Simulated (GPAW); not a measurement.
Crystal: Co.

```
Co
1.0
     2.47200    0.00000    0.00000
    -1.23600    2.14081    0.00000
     0.00000    0.00000    4.02114
Co
2
Direct
  0.66667 0.33333 0.75000
  0.33333 0.66667 0.25000
```

| Item | Value |
| --- | --- |
| Program | GPAW 26.7.0 |
| Task | relaxation of cell and atoms |
| Functional | PBEsol |
| Dispersion | D3 |
| Potentials or basis | PAW data sets generated in the run's folder for this functional |
| Cutoff | 600 eV |
| Basis | pw |
| k mesh | 9 × 9 × 5 |
| Occupations | fermi-dirac, width 0.05 eV |
| Spin | collinear spin, ferromagnetic start |
| Starting moments | [2.0, 2.0] μB |

At the start: pressure -11.8 GPa; volume 10.64 Å³/atom.

How do energy, volume and symmetry change on relaxing?

Over 6 steps the energy falls by 14.4 meV/atom and the volume is 10.14 Å³/atom (-4.7 %); space group P6_3/mmc (No. 194, to 0.05 Å); moment 3.03 μB per cell.

Step by step:
| step | energy change (eV) | largest force (eV/Å) | pressure (GPa) | volume (Å³) |
| --- | --- | --- | --- | --- |
| 1 | 0.0000 | 0.0001 | -11.76 | 21.28 |
| 2 | -0.0186 | 0.0000 | -7.97 | 20.93 |
| 3 | -0.0281 | 0.0000 | 0.61 | 20.24 |
| 4 | -0.0287 | 0.0000 | -0.01 | 20.28 |
| 5 | -0.0288 | 0.0000 | -0.05 | 20.29 |
| 6 | -0.0288 | 0.0000 | -0.03 | 20.28 |

Final structure:
```
Co
1.0
     2.43564    0.00000    0.00000
    -1.21782    2.10932    0.00000
     0.00000    0.00000    3.94802
Co
2
Direct
  0.66667 0.33333 0.75000
  0.33333 0.66667 0.25000
```

Caveat: each step starts from the last one's moments, so a moment once lost doesn't come back; later steps reuse the first step's grids; pairwise dispersion overbinds metals, which lowers pressure and volume.
